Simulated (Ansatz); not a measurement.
# Al started on a N site in wurtzite AlN, 96 atoms, charge +1

All numbers come from Ansatz (PAW, plane waves, no spin–orbit coupling) at the single k point (¼, ¼, ¼) without its symmetry partners. The atoms were relaxed with PBEsol in a fixed cell; other functionals are single points on those atoms unless said otherwise. The valence top and gap of the host come from its small cell on a dense mesh, with the band extrema sought between the mesh points, lined up by the mean potential, PBEsol gap 4.09 eV, HSE06 gap 5.54 eV. The charge correction uses an assumed dielectric constant of 8.5.

Relaxed structure:

```
Al N
1.0
     9.34145    0.00000    0.00000
     0.00000   10.78657    0.00000
     0.00000    0.00000    9.96706
Al N
49 47
Direct
  0.16563 0.08386 0.24926
  0.16516 0.08346 0.75026
  0.00000 0.33408 0.25055
  0.99997 0.33319 0.74968
  0.49997 0.08273 0.24998
  0.49997 0.08373 0.74990
  0.33460 0.33283 0.24901
  0.32747 0.32945 0.75148
  0.16831 0.58430 0.24890
  0.16188 0.58091 0.75108
  0.99996 0.83358 0.24924
  0.99995 0.83335 0.75025
  0.83433 0.08386 0.24925
  0.83477 0.08346 0.75026
  0.66540 0.33282 0.24900
  0.67248 0.32945 0.75148
  0.50002 0.58367 0.16172
  0.49994 0.58300 0.74794
  0.33250 0.83276 0.24874
  0.33263 0.83961 0.75118
  0.83167 0.58425 0.24882
  0.83803 0.58091 0.75108
  0.66743 0.83272 0.24872
  0.66729 0.83960 0.75115
  0.49977 0.57972 0.40119
  0.99999 0.16955 0.49963
  0.00000 0.16751 0.00001
  0.33081 0.16064 0.49909
  0.33194 0.16461 0.00106
  0.16765 0.41687 0.49877
  0.16538 0.41579 0.00168
  0.99990 0.66781 0.49840
  0.00000 0.66665 0.00208
  0.66917 0.16065 0.49908
  0.66805 0.16461 0.00106
  0.50004 0.38786 0.51709
  0.50000 0.40443 0.98608
  0.31002 0.68021 0.51587
  0.32202 0.67310 0.98580
  0.16234 0.92066 0.49931
  0.16482 0.91837 0.00093
  0.83239 0.41683 0.49875
  0.83462 0.41577 0.00169
  0.68981 0.68006 0.51576
  0.67795 0.67309 0.98577
  0.49998 0.91551 0.49889
  0.49999 0.91872 0.00147
  0.83755 0.92064 0.49928
  0.83515 0.91836 0.00093
  0.00000 0.16806 0.19029
  0.99997 0.16750 0.69051
  0.33317 0.16574 0.19122
  0.33261 0.16480 0.68981
  0.16773 0.41721 0.19234
  0.16635 0.41648 0.68934
  0.00001 0.66648 0.19189
  0.99995 0.66734 0.68886
  0.66679 0.16573 0.19121
  0.66734 0.16480 0.68981
  0.50002 0.40959 0.17652
  0.49998 0.41179 0.70374
  0.32645 0.67073 0.17592
  0.32973 0.66914 0.70315
  0.16607 0.91727 0.19090
  0.16503 0.91750 0.68983
  0.83227 0.41716 0.19232
  0.83360 0.41651 0.68933
  0.67357 0.67069 0.17585
  0.67017 0.66913 0.70310
  0.49998 0.91566 0.19198
  0.49997 0.91730 0.68934
  0.83386 0.91727 0.19091
  0.83489 0.91752 0.68981
  0.16331 0.08418 0.43959
  0.16535 0.08347 0.94063
  0.00003 0.33529 0.44063
  0.99998 0.33353 0.94073
  0.49999 0.08176 0.44068
  0.49998 0.08443 0.94088
  0.33109 0.32658 0.44125
  0.32799 0.32999 0.93937
  0.16350 0.58443 0.44085
  0.16216 0.58087 0.93903
  0.99996 0.83350 0.44023
  0.99997 0.83249 0.94100
  0.83667 0.08421 0.43957
  0.83462 0.08346 0.94062
  0.66895 0.32658 0.44122
  0.67200 0.32998 0.93936
  0.49999 0.58320 0.95156
  0.32847 0.83836 0.44103
  0.33276 0.83937 0.93907
  0.83644 0.58429 0.44073
  0.83783 0.58087 0.93905
  0.67143 0.83828 0.44103
  0.66719 0.83936 0.93905
```

Chemical potentials μ are those of reference phases of the elements at zero temperature by the same functional (the usual solids, diamond for C, grey Sn, and the molecules H2, N2, O2, F2, Cl2, Br2 and S8).

| functional | E(defect) − E(host) − Σ nμ + q·E_VBM (eV) | monopole (eV) | alignment (eV) | formation energy at E_F = VBM (eV) | moment (μB) | wall time, shared host |
| --- | --- | --- | --- | --- | --- | --- |
| PBEsol | 8.49 | 0.24 | -0.11 | 8.62 | 3.0 | 7.9 s on NVIDIA GB200 (relaxation) |
| HSE06 | 7.98 | 0.24 | -0.10 | 8.12 | 3.0 | 26 s on NVIDIA GB200 |

HSE06 one-electron levels near the gap (the ten most localised at most), from the host's valence top, not corrected for the charge's images:

```csv
level (eV),spin,filling,atoms sharing it,element of the atom with most weight
-0.29,up,1.00,45.7,spread
-0.09,up,1.00,46.4,spread
-0.08,down,1.00,48.1,spread
0.36,down,1.00,9.7,Al
2.38,up,1.00,6.6,Al
2.51,up,1.00,6.3,Al
2.61,up,1.00,6.8,Al
4.52,down,0.00,7.1,Al
4.59,down,0.00,7.5,Al
4.66,down,0.00,6.7,Al
```

All elements are taken at their own reference at once; growth conditions in equilibrium with the host shift these energies, by up to the host's formation enthalpy.

One k point and a cell of this size can leave errors of several tenths of an eV in such numbers.
